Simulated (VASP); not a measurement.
# C (P6_3/mmc) in VASP: notebook, part 2 of 2

VASP 6.6.1. The steps go on from the part before.

### Step 3. Relaxation of cell and atoms, PBE

INCAR reads:

```
PREC     = Accurate       # precision mode
ENCUT    = 600            # plane-wave cutoff, eV
EDIFF    = 1E-6           # SCF threshold, eV
ISMEAR   = 0              # smearing method
SIGMA    = 0.02           # smearing width, eV
LREAL    = F              # projectors in reciprocal space
LASPH    = T              # aspherical terms in the spheres
NELM     = 60             # most SCF steps
ALGO     = Fast           # electronic algorithm
ISIF     = 3              # what is computed and relaxed
LWAVE    = F              # write WAVECAR
LCHARG   = F              # write CHGCAR
GGA      = PE             # functional
IBRION   = 2              # ionic algorithm
NSW      = 100            # ionic steps
EDIFFG   = -0.01          # ionic threshold
```

KPOINTS reads:

```
regular mesh
0
Gamma
  9 9 10
```

POSCAR reads:

```
C
1.0
    4.4579283922      0.0000000000      0.0000000000
   -2.2289641961      3.8606792359      0.0000000000
    0.0000000000      0.0000000000      2.5306124304
C
6
Direct
    0.8957457768      0.4478728884      0.2500000000
    0.4478728884      0.8957457768      0.7500000000
    0.4478728884      0.5521271116      0.7500000000
    0.1042542232      0.5521271116      0.7500000000
    0.5521271116      0.4478728884      0.2500000000
    0.5521271116      0.1042542232      0.2500000000
```

Potentials or basis: VASP PAW PBE potentials, release 64 (C).

Run with:

```bash
$ cat potpaw_PBE.64/C/POTCAR > POTCAR
$ mpirun -np 1 vasp_std > vasp.out
```

OUTCAR:

```text
PREC = Accurate
   ENCUT = 600
   EDIFF = 1E-6
   ISMEAR = 0
   LREAL = F
   LASPH = T
   NELM = 60
   ISIF = 3
   GGA = PE
   IBRION = 2
   NSW = 100
   EDIFFG = -0.01

 ion  position               nearest neighbor table
   1  0.896  0.448  0.250-   4 1.50   4 1.50   5 1.53   6 1.53
   2  0.448  0.896  0.750-   6 1.50   6 1.50   3 1.53   4 1.53
   3  0.448  0.552  0.750-   5 1.50   5 1.50   4 1.53   2 1.53
   4  0.104  0.552  0.750-   1 1.50   1 1.50   3 1.53   2 1.53
   5  0.552  0.448  0.250-   3 1.50   3 1.50   1 1.53   6 1.53
   6  0.552  0.104  0.250-   2 1.50   2 1.50   5 1.53   1 1.53

  LATTYP: Found a hexagonal cell.
 ALAT       =     4.4579283922
 C/A-ratio  =     0.5676655630

  Lattice vectors:

 A1 = (   4.4579283922,   0.0000000000,   0.0000000000)
 A2 = (  -2.2289641961,   3.8606792359,   0.0000000000)
 A3 = (   0.0000000000,   0.0000000000,   2.5306124304)

Analysis of symmetry for initial positions (statically):
=====================================================================
 Subroutine PRICEL returns:
 Original cell was already a primitive cell.

 Routine SETGRP: Setting up the symmetry group for a
 hexagonal supercell.

 Subroutine GETGRP returns: Found 24 space group operations
 (whereof 12 operations were pure point group operations)
 out of a pool of 24 trial point group operations.

The static configuration has the point symmetry D_3d.
 The point group associated with its full space group is D_6h.

Analysis of symmetry for dynamics (positions and initial velocities):
=====================================================================
 Subroutine PRICEL returns:
 Original cell was already a primitive cell.

 Routine SETGRP: Setting up the symmetry group for a
 hexagonal supercell.

 Subroutine GETGRP returns: Found 24 space group operations
 (whereof 12 operations were pure point group operations)
 out of a pool of 24 trial point group operations.

The dynamic configuration has the point symmetry D_3d.
 The point group associated with its full space group is D_6h.

 Subroutine INISYM returns: Found 24 space group operations
 (whereof 12 operations are pure point group operations),
 and found     1 'primitive' translations

----------------------------------------------------------------------------------------

                                     Primitive cell

  volume of cell :      43.5534

  direct lattice vectors                    reciprocal lattice vectors
     4.457928392  0.000000000  0.000000000     0.224319440  0.129510889  0.000000000
    -2.228964196  3.860679236  0.000000000     0.000000000  0.259021778  0.000000000
     0.000000000  0.000000000  2.530612430     0.000000000  0.000000000  0.395161261

  length of vectors
     4.457928392  4.457928392  2.530612430     0.259021778  0.259021778  0.395161261

  position of ions in fractional coordinates (direct lattice)
     0.895745777  0.447872888  0.250000000
     0.447872888  0.895745777  0.750000000
     0.447872888  0.552127112  0.750000000
     0.104254223  0.552127112  0.750000000
[... 66 lines left out ...]
   number of dos      NEDOS =    301   number of ions     NIONS =      6
   total plane-waves  NPLWV =  25920
   dimension x,y,z NGX =    36 NGY =   36 NGZ =   20
   dimension x,y,z NGXF=    72 NGYF=   72 NGZF=   40
   ions per type =               6
   NGX,Y,Z   is equivalent  to a cutoff of  13.43, 13.43, 13.14 a.u.
   NGXF,Y,Z  is equivalent  to a cutoff of  26.85, 26.85, 26.28 a.u.
 SYSTEM =  unknown system
   PREC   = accura    normal or accurate (medium, high low for compatibility)
   ISTART =      0    job   : 0-new  1-cont  2-samecut
   ICHARG =      2    charge: 1-file 2-atom 10-const
   ISPIN  =      1    spin polarized calculation?
   LNONCOLLINEAR =      F non collinear calculations
   LSORBIT =      F    spin-orbit coupling
   LASPH  =      T    aspherical Exc in radial PAW
   ENCUT  =  600.0 eV  44.10 Ry    6.64 a.u.   8.90  8.90  5.05*2*pi/ulx,y,z
   NELM   =     60;   NELMIN=  2; NELMDL= -5     # of ELM steps
   EDIFF  = 0.1E-05   stopping-criterion for ELM
   LREAL  =      F    real-space projection
   EDIFFG = -.1E-01   stopping-criterion for IOM
   NSW    =    100    number of steps for IOM
   IBRION =      2    ionic relax: 0-MD 1-quasi-New 2-CG
   NFREE  =      1    steps in history (QN), initial steepest desc. (CG)
   ISIF   =      3    stress and relaxation
   ISYM   =      2    0-nonsym 1-usesym 2-fastsym
   POTIM  = 0.5000    time-step for ionic-motion
   TEBEG  =    0.0;   TEEND  =   0.0 temperature during run
   PSTRESS=    0.0 pullay stress
   NELECT =      24.0000    total number of electrons
   NUPDOWN=      -1.0000    fix difference up-down
   EMIN   =  10.00;   EMAX   =-10.00  energy-range for DOS
   EFERMI =   0.00;   METHOD = LEGACY
   ISMEAR =     0;   SIGMA  =   0.02  broadening in eV -4-tet -1-fermi 0-gaus
   EFERMI_NEDOS =   21; number of points for ismear=-14 and -15
   IALGO  =     68    algorithm
   IMIX   =      4    mixing-type and parameters
     AMIX     =   0.40;   BMIX     =  1.00
     AMIX_MAG =   1.60;   BMIX_MAG =  1.00
  volume/ion in A,a.u.               =       7.26        48.99
  Fermi-wavevector in a.u.,A,eV,Ry     =   1.342160  2.536315 24.509462  1.801395
  Thomas-Fermi vector in A             =   2.470336
   LORBIT       =      0    0 simple, 1 ext, 2 COOP (PROOUT), +10 PAW based schemes
   GGA     = PE    functional components
   LHFCALC =     F    Hartree Fock is set to
   AEXX    =    0.0000 exact exchange contribution
   IVDW    =     0    specifies the selected vdW correction
   LEPSILON=     F    determine dielectric tensor
   LRPA    =     F    only Hartree local field effects (RPA)
 conjugate gradient relaxation of ions
 non-spin polarized calculation
 RMM-DIIS sequential band-by-band and
 Gauss-broadening in eV      SIGMA  =   0.02
  energy-cutoff  :      600.00
  volume of cell :       43.55
 maximum number of plane-waves:      1470
 NGX is ok and might be reduce to    36
   NGX = 17   NGY = 17   NGZ = 11

--------------------------------------- Ionic step        1  -------------------------------------------

 number of electron      24.0000000 magnetization

 Free energy of the ion-electron system (eV)
  ---------------------------------------------------
  ext. energy  EPLUGINS =         0.00000000
  ---------------------------------------------------
  free energy    TOTEN  =       -52.88257772 eV

  energy without entropy =      -52.88257772  energy(sigma->0) =      -52.88257772

------------------------ aborting loop because EDIFF is reached ----------------------------------------

  FORCE on cell =-STRESS in cart. coord.  units (eV):
  Direction    XX          YY          ZZ          XY          YZ          ZX
  --------------------------------------------------------------------------------------
  -------------------------------------------------------------------------------------
  Total       -0.0330595     -0.0330595     -0.1365900      0.0000000      0.0000000      0.0000000
  in kB       -1.2161440     -1.2161440     -5.0246658      0.0000000      0.0000000      0.0000000
  external PRESSURE =      -2.4856513 kB  Pullay stress =       0.0000000 kB
[... 67 lines left out ...]
--------------------------------------- Ionic step        3  -------------------------------------------

 number of electron      24.0000000 magnetization

 Free energy of the ion-electron system (eV)
  ---------------------------------------------------
  ext. energy  EPLUGINS =         0.00000000
  ---------------------------------------------------
  free energy    TOTEN  =       -52.88266352 eV

  energy without entropy =      -52.88266352  energy(sigma->0) =      -52.88266352

 E-fermi :   7.8029     XC(G=0): -11.3147

 val. band max:        7.6460920179   @ k =   0.0000   0.0000   0.0000
 cond. band min:       9.8980123953   @ k =   0.0000   0.0000   0.0000
 fundamental gap:      2.2519203775
 Fermi energy:         7.8028803248

 k-point     1 :       0.0000    0.0000    0.0000
  band No.  band energies     occupation
      1     -14.5464      2.00000
      2      -9.9968      2.00000
      3      -7.6036      2.00000
      4      -7.6036      2.00000
      5      -1.9305      2.00000
      6      -1.9305      2.00000
[... 433 lines left out ...]
      3      -8.1190      2.00000
      4      -3.8198      2.00000
      5      -3.8198      2.00000
      6       0.3645      2.00000
[... 8 lines left out ...]
     15      14.3648      0.00000
     16      14.3652      0.00000

 [... further k-points ...]

------------------------ aborting loop because EDIFF is reached ----------------------------------------

  FORCE on cell =-STRESS in cart. coord.  units (eV):
  Direction    XX          YY          ZZ          XY          YZ          ZX
  --------------------------------------------------------------------------------------
  -------------------------------------------------------------------------------------
  Total       -0.0363995     -0.0363995     -0.0326228      0.0000000      0.0000000      0.0000000
  in kB       -1.3395499     -1.3395499     -1.2005649      0.0000000      0.0000000      0.0000000
  external PRESSURE =      -1.2932216 kB  Pullay stress =       0.0000000 kB
[... 21 lines left out ...]
  FREE ENERGIE OF THE ION-ELECTRON SYSTEM (eV)
  ---------------------------------------------------
  free  energy   TOTEN  =       -52.8826635160 eV

  energy  without entropy=      -52.8826635160  energy(sigma->0) =      -52.88266352

 reached required accuracy - stopping structural energy minimisation
```

It took 1.8 min on 1 thread of Intel Xeon Platinum 8488C (Sapphire Rapids), shared host; peak memory 0.18 GiB.

Results:

| Item | Value |
| --- | --- |
| Free energy | -52.8827 eV |
| Relaxed volume | 7.26 Å³/atom |
| Relaxed cell | a = 4.458 Å, b = 4.458 Å, c = 2.530 Å, α = 90.00°, β = 90.00°, γ = 120.00° |
| Space group after relaxing (to 0.05 Å) | P6_3/mmc (No. 194) |
| Energy gained by relaxing | 0.0 meV/atom |
| Ionic steps | 3 |
| Pressure after relaxing | -0.1 GPa |
| Largest force after relaxing | 0.005 eV/Å |
| Band gap on the k mesh | 2.25 eV, direct |

Forces on the atoms (eV/Å):
```
C   -0.004 -0.003  0.000
C    0.000 -0.005  0.000
C   -0.004  0.003  0.000
C    0.004  0.003  0.000
C    0.004 -0.003  0.000
C    0.000  0.005  0.000
```

Final structure:
```
CELL_PARAMETERS angstrom
4.45763 0.00000 0.00000
-2.22882 3.86042 0.00000
0.00000 0.00000 2.52992
ATOMIC_POSITIONS crystal
C 0.89588 0.44794 0.25000
C 0.44794 0.89588 0.75000
C 0.44794 0.55206 0.75000
C 0.10412 0.55206 0.75000
C 0.55206 0.44794 0.25000
C 0.55206 0.10412 0.25000
```

Levels at points of the mesh, in eV from the valence-band top:
```csv
k point,band 8,band 9,band 10,band 11,band 12,band 13,band 14,band 15,band 16
"(0.00, 0.00, 0.00)",-7.53,-3.64,-3.64,0.00,0.00,2.25,3.43,3.93,4.21
"(0.00, 0.00, 0.50)",-11.44,-5.25,-5.25,-5.25,-5.25,5.65,5.65,6.78,6.78
```

Caveat: an odd mesh through Γ misses points on the zone boundary, where band edges often lie.

### Step 4. Single point, PBE

This run uses another cell than the first one, of 7.54 Å³/atom, 1.039 times its volume.

INCAR reads:

```
SYSTEM = C
PREC = Accurate ; ENCUT = 520
EDIFF = 1E-6 ; ISMEAR = 0
SIGMA = 0.1 ; LREAL = .False.
LASPH = .True. ; NELM = 100
ALGO = Fast ; ISIF = 2
LWAVE = .False. ; LCHARG = .False.
GGA = PE ; NBANDS = 21
```

KPOINTS reads:

```
regular mesh
0
Gamma
  6 6 6
  0 0 0
```

POSCAR reads:

```
C
1.0
    4.5069382800      0.0000000000      0.0000000000
   -2.2534691400      3.9031230500      0.0000000000
    0.0000000000      0.0000000000      2.5709974300
C
6
Direct
    0.8832575100      0.4416287500      0.2500000000
    0.4416287500      0.8832575100      0.7500000000
    0.4416287500      0.5583712500      0.7500000000
    0.1167424900      0.5583712500      0.7500000000
    0.5583712500      0.4416287500      0.2500000000
    0.5583712500      0.1167424900      0.2500000000
```

Run with:

```bash
$ cat potpaw_PBE.64/C/POTCAR > POTCAR
$ mpirun -np 1 vasp_std > vasp.out
```

It took 31 s on 1 thread of Intel Xeon Platinum 8488C (Sapphire Rapids), shared host; peak memory 0.15 GiB.

Results (log left out):

| Quantity | Value |
| --- | --- |
| Free energy | -52.1739 eV |
| Pressure | -2.7 GPa |
| Largest force | 4.527 eV/Å |
| Band gap on the k mesh | 2.16 eV, indirect (least direct gap 2.45 eV) |

Forces in eV/Å, atoms in the order of the input:
```
C    3.921  2.264  0.000
C    0.000  4.527  0.000
C    3.921 -2.264  0.000
C   -3.921 -2.264  0.000
C   -3.921  2.264  0.000
C    0.000 -4.527  0.000
```

Stress tensor (GPa, compression positive):
```
  5.17   0.00   0.00
  0.00   5.17   0.00
  0.00   0.00 -18.56
```

Levels at points of the mesh, in eV from the valence-band top:
| k point | band 8 | band 9 | band 10 | band 11 | band 12 | band 13 | band 14 | band 15 | band 16 | band 17 |
| --- | --- | --- | --- | --- | --- | --- | --- | --- | --- | --- |
| (0.00, 0.00, 0.00) | -6.49 | -1.44 | -1.44 | 0.00 | 0.00 | 2.45 | 4.40 | 5.15 | 5.20 | 8.60 |
| (0.50, 0.00, 0.00) | -5.39 | -4.57 | -4.08 | -1.76 | -1.48 | 6.16 | 6.42 | 6.50 | 6.64 | 7.09 |
| (0.00, 0.00, 0.50) | -9.75 | -4.35 | -4.35 | -4.35 | -4.35 | 4.85 | 4.85 | 8.65 | 8.65 | 11.32 |
| (0.50, 0.00, 0.50) | -8.07 | -4.62 | -4.62 | -3.38 | -3.38 | 4.93 | 4.93 | 5.96 | 5.96 | 9.72 |

Caveat: forces of over 1 eV/Å show positions far from the minimum, so gaps and moduli don't describe the material at rest.

### Step 5. Overview

```csv
task,cell,k mesh,cutoff (eV),smearing,gap on the mesh (eV),pressure (GPa),largest force (eV/Å)
single point,"P6_3/mmc, 7.25 Å³/atom",9 × 9 × 10,520,gaussian 0.02 eV,2.27,0.6,0.04
relaxation of cell and atoms,relaxed,9 × 9 × 10,600,gaussian 0.02 eV,2.25,-0.1,0.01
single point,"P6_3/mmc, 7.54 Å³/atom",6 × 6 × 6,520,gaussian 0.1 eV,2.16,-2.7,4.53
```

Alike in all rows: level PBE; potentials or basis VASP PAW PBE potentials, release 64 (C); no spin polarisation.

Caveats: an odd mesh through Γ misses points on the zone boundary, where band edges often lie (some runs); forces of over 1 eV/Å show positions far from the minimum, so gaps and moduli don't describe the material at rest (some runs).

Absolute energies hang on the potentials; compare differences alone.
